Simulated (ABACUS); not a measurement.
# Ag (Fm-3m) in ABACUS: further runs

Aim: see how the results for Ag move with the level of theory and the settings. Levels: PBEsol, BLYP. Tasks: single point, relaxation of cell and atoms.

Everything below comes from runs of ABACUS 3.10.1. Logs are shortened: lines on timing, memory, paths and dates and some standing lists are left out, and cuts for length are marked.

### Step 1. The structure

The structure is cubic, space group Fm-3m (No. 225). The conventional cell has a = 4.085 Å, b = 4.085 Å, c = 4.085 Å, α = 90.00°, β = 90.00°, γ = 90.00°. Ag (site symmetry m-3m) has 12 Ag at 2.89 Å as nearest neighbours.

### Step 2. Single point, PBEsol

Contents of run_abacus.py:

```python
"""ABACUS run from a structure file: ASE reads it, the script writes STRU, KPT and INPUT."""
import re
import subprocess
import spglib
from ase import Atoms
from ase.io import read
from ase.units import Bohr

atoms = read("Ag.cif")
cell, frac, numbers = spglib.standardize_cell((atoms.cell[:], atoms.get_scaled_positions(), atoms.numbers), to_primitive=True, symprec=1e-4)
atoms = Atoms(numbers=numbers, cell=cell, scaled_positions=frac, pbc=True)  # the primitive cell
atoms = atoms[(-atoms.numbers).argsort(kind="stable")]  # ABACUS lists atoms element by element
pseudo = {'Ag': 'Ag.upf'}
orbital = {}
magmoms = None
kmesh = [9, 9, 9]
params = {
    'suffix': 'Ag',
    'calculation': 'scf',
    'basis_type': 'pw',
    'pseudo_dir': './',
    'symmetry': 1,
    'dft_functional': 'pbesol',
    'ecutwfc': 82,
    'pseudo_rcut': 10,
    'nspin': 1,
    'nbands': 20,
    'ks_solver': 'dav',
    'smearing_method': 'fd',
    'smearing_sigma': 0.00367493,
    'scf_thr': 1e-08,
    'scf_nmax': 100,
    'mixing_type': 'broyden',
    'mixing_beta': 0.7,
    'cal_force': 1,
    'cal_stress': 1,
    'out_chg': 1,
    'kpar': 4,
}

symbols = atoms.get_chemical_symbols()
elements = list(dict.fromkeys(symbols))
lines = ["ATOMIC_SPECIES"] + [f"{e} {atoms.get_masses()[symbols.index(e)]:.4f} {pseudo[e]}" for e in elements]
if orbital:
    lines += ["", "NUMERICAL_ORBITAL"] + [orbital[e] for e in elements]
lines += ["", "LATTICE_CONSTANT", f"{1 / Bohr:.10f}", "", "LATTICE_VECTORS"]
lines += [" ".join(f"{x:.10f}" for x in v) for v in atoms.cell]
lines += ["", "ATOMIC_POSITIONS", "Direct"]
for e in elements:
    lines += ["", e, "0.0", str(symbols.count(e))]
    for i, p in enumerate(atoms.get_scaled_positions(wrap=False)):
        if symbols[i] == e:
            mag = "" if magmoms is None else " mag " + " ".join(str(x) for x in (magmoms[i] if isinstance(magmoms[i], list) else [magmoms[i]]))
            lines.append(" ".join(f"{x:.10f}" for x in p) + " 1 1 1" + mag)
open("STRU", "w").write("\n".join(lines) + "\n")
open("KPT", "w").write("K_POINTS\n0\nGamma\n%d %d %d 0 0 0\n" % tuple(kmesh))
open("INPUT", "w").write("INPUT_PARAMETERS\n" + "".join(f"{k:<20s}{v}\n" for k, v in params.items()))

done = subprocess.run(['mpirun', '-np', '4', 'abacus'])
if done.returncode:
    raise SystemExit(done.returncode)
log = open("OUT.Ag/running_scf.log").read()
print("final energy (eV):", re.findall(r"FINAL_ETOT_IS (\S+)", log))
```

Contents of Ag.cif:

```cif
data_Ag
_cell_length_a 4.08550000
_cell_length_b 4.08550000
_cell_length_c 4.08550000
_cell_angle_alpha 90.00000000
_cell_angle_beta 90.00000000
_cell_angle_gamma 90.00000000
_space_group_name_H-M_alt 'Fm-3m'
_space_group_name_Hall '-F 4 2 3'
_space_group_IT_number 225
loop_
_space_group_symop_operation_xyz
'x,y,z'
'-x,-y,-z'
'-y,x,z'
'y,-x,-z'
'-x,-y,z'
'x,y,-z'
'y,-x,z'
'-y,x,-z'
'x,-y,-z'
'-x,y,z'
'-y,-x,-z'
'y,x,z'
'-x,y,-z'
'x,-y,z'
'y,x,-z'
'-y,-x,z'
'z,x,y'
'-z,-x,-y'
'z,-y,x'
'-z,y,-x'
'z,-x,-y'
'-z,x,y'
'z,y,-x'
'-z,-y,x'
'-z,x,-y'
'z,-x,y'
'-z,-y,-x'
'z,y,x'
'-z,-x,y'
'z,x,-y'
'-z,y,x'
'z,-y,-x'
'y,z,x'
'-y,-z,-x'
'x,z,-y'
'-x,-z,y'
'-y,z,-x'
'y,-z,x'
'-x,z,y'
'x,-z,-y'
'-y,-z,x'
'y,z,-x'
'-x,-z,-y'
'x,z,y'
'y,-z,-x'
'-y,z,x'
'x,-z,y'
'-x,z,-y'
'x,y+1/2,z+1/2'
'-x,-y+1/2,-z+1/2'
'-y,x+1/2,z+1/2'
[... 62 lines left out ...]
'-z+1/2,-x,-y+1/2'
'z+1/2,-y,x+1/2'
'-z+1/2,y,-x+1/2'
'z+1/2,-x,-y+1/2'
'-z+1/2,x,y+1/2'
'z+1/2,y,-x+1/2'
'-z+1/2,-y,x+1/2'
'-z+1/2,x,-y+1/2'
'z+1/2,-x,y+1/2'
'-z+1/2,-y,-x+1/2'
'z+1/2,y,x+1/2'
'-z+1/2,-x,y+1/2'
'z+1/2,x,-y+1/2'
'-z+1/2,y,x+1/2'
'z+1/2,-y,-x+1/2'
'y+1/2,z,x+1/2'
'-y+1/2,-z,-x+1/2'
'x+1/2,z,-y+1/2'
'-x+1/2,-z,y+1/2'
'-y+1/2,z,-x+1/2'
'y+1/2,-z,x+1/2'
'-x+1/2,z,y+1/2'
'x+1/2,-z,-y+1/2'
'-y+1/2,-z,x+1/2'
'y+1/2,z,-x+1/2'
'-x+1/2,-z,-y+1/2'
'x+1/2,z,y+1/2'
'y+1/2,-z,-x+1/2'
'-y+1/2,z,x+1/2'
'x+1/2,-z,y+1/2'
'-x+1/2,z,-y+1/2'
'x+1/2,y+1/2,z'
'-x+1/2,-y+1/2,-z'
'-y+1/2,x+1/2,z'
'y+1/2,-x+1/2,-z'
'-x+1/2,-y+1/2,z'
'x+1/2,y+1/2,-z'
'y+1/2,-x+1/2,z'
'-y+1/2,x+1/2,-z'
'x+1/2,-y+1/2,-z'
'-x+1/2,y+1/2,z'
'-y+1/2,-x+1/2,-z'
'y+1/2,x+1/2,z'
'-x+1/2,y+1/2,-z'
'x+1/2,-y+1/2,z'
'y+1/2,x+1/2,-z'
'-y+1/2,-x+1/2,z'
'z+1/2,x+1/2,y'
'-z+1/2,-x+1/2,-y'
'z+1/2,-y+1/2,x'
'-z+1/2,y+1/2,-x'
'z+1/2,-x+1/2,-y'
'-z+1/2,x+1/2,y'
'z+1/2,y+1/2,-x'
'-z+1/2,-y+1/2,x'
'-z+1/2,x+1/2,-y'
'z+1/2,-x+1/2,y'
'-z+1/2,-y+1/2,-x'
'z+1/2,y+1/2,x'
'-z+1/2,-x+1/2,y'
'z+1/2,x+1/2,-y'
'-z+1/2,y+1/2,x'
'z+1/2,-y+1/2,-x'
'y+1/2,z+1/2,x'
'-y+1/2,-z+1/2,-x'
'x+1/2,z+1/2,-y'
'-x+1/2,-z+1/2,y'
'-y+1/2,z+1/2,-x'
'y+1/2,-z+1/2,x'
'-x+1/2,z+1/2,y'
'x+1/2,-z+1/2,-y'
'-y+1/2,-z+1/2,x'
'y+1/2,z+1/2,-x'
'-x+1/2,-z+1/2,-y'
'x+1/2,z+1/2,y'
'y+1/2,-z+1/2,-x'
'-y+1/2,z+1/2,x'
'x+1/2,-z+1/2,y'
'-x+1/2,z+1/2,-y'
loop_
_atom_site_label
_atom_site_type_symbol
_atom_site_symmetry_multiplicity
_atom_site_Wyckoff_symbol
_atom_site_fract_x
_atom_site_fract_y
_atom_site_fract_z
_atom_site_occupancy
Ag1 Ag 4 a 0.0000000000 0.0000000000 0.0000000000 1
```

Potentials or basis: PseudoDojo NC SR 0.5 PBE stringent, plane waves.

On the command line:

```bash
> OMP_NUM_THREADS=1 python run_abacus.py > log
```

running log:

```text
ABACUS v3.10.1

               Atomic-orbital Based Ab-initio Computation at UStc

 ------------------------------------------------------------------------------------

 READING GENERAL INFORMATION
                           global_out_dir = OUT.Ag/
                           global_in_card = INPUT
                               pseudo_dir = ./
                              orbital_dir =
                                    DSIZE = 4
                                    GSIZE = 1

 READING UNITCELL INFORMATION
                                    ntype = 1
                  lattice constant (Bohr) = 1.88973
              lattice constant (Angstrom) = 1

 READING ATOM TYPE 1
                               atom label = Ag
                      L=0, number of zeta = 1
                      L=1, number of zeta = 1
                      L=2, number of zeta = 1
             number of atom for this type = 1

                        TOTAL ATOM NUMBER = 1
DIRECT COORDINATES
    atom                   x                   y                   z     mag                  vx                  vy                  vz
taud_Ag1            0.0000000000        0.0000000000        0.0000000000  0.0000        0.0000000000        0.0000000000        0.0000000000

                          Volume (Bohr^3) = 115.046
                             Volume (A^3) = 17.0481

 Lattice vectors: (Cartesian coordinate: in unit of a_0)
                   +0            +2.04275            +2.04275
             +2.04275                  +0            +2.04275
             +2.04275            +2.04275                  +0
 Reciprocal vectors: (Cartesian coordinate: in unit of 2 pi/a_0)
            -0.244768           +0.244768           +0.244768
            +0.244768           -0.244768           +0.244768
            +0.244768           +0.244768           -0.244768
 The esolver type has been set to : ksdft_pw

                PAO radial cut off (Bohr) = 10

 Read in pseudopotential file is Ag.upf
                     pseudopotential type = NC
          exchange-correlation functional = PBE
                 nonlocal core correction = 1
                        valence electrons = 19
                                     lmax = 2
                           number of zeta = 4
                     number of projectors = 6
                           L of projector = 0
                           L of projector = 0
                           L of projector = 1
                           L of projector = 1
                           L of projector = 2
                           L of projector = 2
 XC functional updated to : pbesol
          exchange-correlation functional = PBESOL
     initial pseudo atomic orbital number = 10

 SETUP THE ELECTRONS NUMBER
            electron number of element Ag = 19
      total electron number of element Ag = 19
            AUTOSET number of electrons:  = 19
                           occupied bands = 10
                                   NBANDS = 20
                                   NLOCAL = 9

[... 139 lines left out ...]
 projector 1 L=0
 projector 2 L=0
 projector 3 L=1
 projector 4 L=1
 projector 5 L=2
 projector 6 L=2
      TOTAL NUMBER OF NONLOCAL PROJECTORS = 18

 Init Non-Local PseudoPotential table :
 Init Non-Local-Pseudopotential done.

                                     npwx = 1459

 Make real space PAO into reciprocal space.
       max mesh points in Pseudopotential = 1001
     dq(describe PAO in reciprocal space) = 0.01
                                    max q = 1091

 number of pseudo atomic orbitals for Ag is 4
WARNING: norm of atomic wavefunction # 4 of atomic type Ag is 0.999773, renormalized

 -------------------------------------------
 SELF-CONSISTENT
 -------------------------------------------
                                 init_chg = atomic

 PW ALGORITHM --------------- ION=   1  ELEC=   1--------------------------------
 Notice: Threshold on eigenvalues was too large.
 hsover_error=0.19 > DRHO=0.0905816
 Origin diag ethr = 0.01
 New diag ethr = 0.000476746

 Density error is 0.09093383867
                          Error Threshold = 0.000476745501577
----------------------------------------------------------
     Energy           Rydberg                 eV
----------------------------------------------------------
 E_KohnSham     -309.6271003869      -4212.6928204796
 E_Harris       -313.9749338622      -4271.8481296991
 E_Fermi        1.3159271934         17.9041079832
----------------------------------------------------------
[... 63 lines left out ...]
 Density error is 8.33801229252e-09
                          Error Threshold = 4.32646356847e-10
----------------------------------------------------------
     Energy           Rydberg                 eV
----------------------------------------------------------
 E_KohnSham     -309.6638166753      -4213.1923712121
 E_KS(sigma->0) -309.6637868052      -4213.1919648082
 E_Harris       -309.6627364917      -4213.1776745596
 E_band         -17.3122109918       -235.5447144664
 E_one_elec     -120.0675622388      -1633.6029914167
 E_Hartree      70.7046490336        961.9861019477
 E_xc           -45.9183121201       -624.7506873757
 E_Ewald        -214.3825316099      -2916.8239815595
 E_entropy(-TS) -0.0000597402        -0.0008128078
 E_descf        0.0000000000         0.0000000000
 E_exx          0.0000000000         0.0000000000
 E_Fermi        1.2880824400         17.5252606784
----------------------------------------------------------

 charge density convergence is achieved
 final etot is -4213.1923712 eV
 EFERMI = 17.525260678 eV

 STATE ENERGY(eV) AND OCCUPATIONS    NSPIN == 1
 1/9 kpoint (Cartesian) = 0.0000 0.0000 0.0000 (1459 pws)
       1       -74.6675     0.00274348
       2       -38.0595     0.00274348
       3       -38.0595     0.00274348
       4       -38.0595     0.00274348
       5        9.40512     0.00274348
       6        12.5002     0.00274348
[... 122 lines left out ...]
      19        44.8843        0.00000
      20        49.1471        0.00000

[... levels at 3 further k points ...]

------------------------------------------------------------------------------------------
 TOTAL-FORCE (eV/Angstrom)
------------------------------------------------------------------------------------------
                       Ag1         0.0000000000         0.0000000000         0.0000000000
------------------------------------------------------------------------------------------

----------------------------------------------------------------
 TOTAL-STRESS (KBAR)
----------------------------------------------------------------
       -28.1514681765        -0.0000000000        -0.0000000000
         0.0000000000       -28.1514681765        -0.0000000000
         0.0000000000        -0.0000000000       -28.1514681765
----------------------------------------------------------------
 TOTAL-PRESSURE: -28.151468 KBAR

 --------------------------------------------
 !FINAL_ETOT_IS -4213.1923712120651544 eV
 --------------------------------------------
```

Wall time 4 s (4 MPI ranks of Intel Xeon Platinum 8488C (Sapphire Rapids), shared host); peak memory 0.36 GiB.

Results:

* Free energy: -4213.1924 eV
* Pressure: -2.8 GPa
* Band gap on the k mesh: none (metal or under the smearing width)

Caveat: the potentials were made for another functional, which shifts forces and pressure.

### Step 3. Single point, BLYP

Contents of INPUT:

```
INPUT_PARAMETERS
suffix              Ag
calculation         scf
basis_type          pw
pseudo_dir          ./
symmetry            1
dft_functional      GGA_X_B88+GGA_C_LYP
ecutwfc             82
pseudo_rcut         10
nspin               1
nbands              20
ks_solver           dav
smearing_method     fd
smearing_sigma      0.00367493
scf_thr             1e-08
scf_nmax            100
mixing_type         broyden
mixing_beta         0.7
cal_force           1
cal_stress          1
out_chg             1
kpar                4
```

Contents of STRU:

```
ATOMIC_SPECIES
Ag 107.8682 Ag.upf

LATTICE_CONSTANT
5.4592009917

LATTICE_VECTORS
0.0000000000 0.7071067812 0.7071067812
0.7071067812 0.0000000000 0.7071067812
0.7071067812 0.7071067812 0.0000000000

ATOMIC_POSITIONS
Cartesian

Ag
0.0
1
0.0000000000 0.0000000000 0.0000000000 1 1 1
```

Contents of KPT:

```
K_POINTS
0
Gamma
9 9 9 0 0 0
```

Potentials or basis: PseudoDojo NC SR 0.5 PBE stringent, plane waves.

On the command line:

```bash
> OMP_NUM_THREADS=1 mpirun -np 4 abacus > log
```

It took 1.9 s on 4 MPI ranks of Intel Xeon 6975P-C (Granite Rapids), shared host; peak memory 0.24 GiB.

Results (log left out):

* Free energy: -4214.9761 eV
* Pressure: 11.9 GPa
* Band gap on the k mesh: none (metal or under the smearing width)

Levels at points of the mesh, in eV from the Fermi level:
```tsv
k point	band 8	band 9	band 10	band 11	band 12	band 13
(0.00, 0.00, 0.00)	-5.30	-4.27	-4.27	16.06	19.35	19.35
```

Caveat: the potentials were made for another functional, which shifts forces and pressure.

(Part 1 of 2 ends here.)
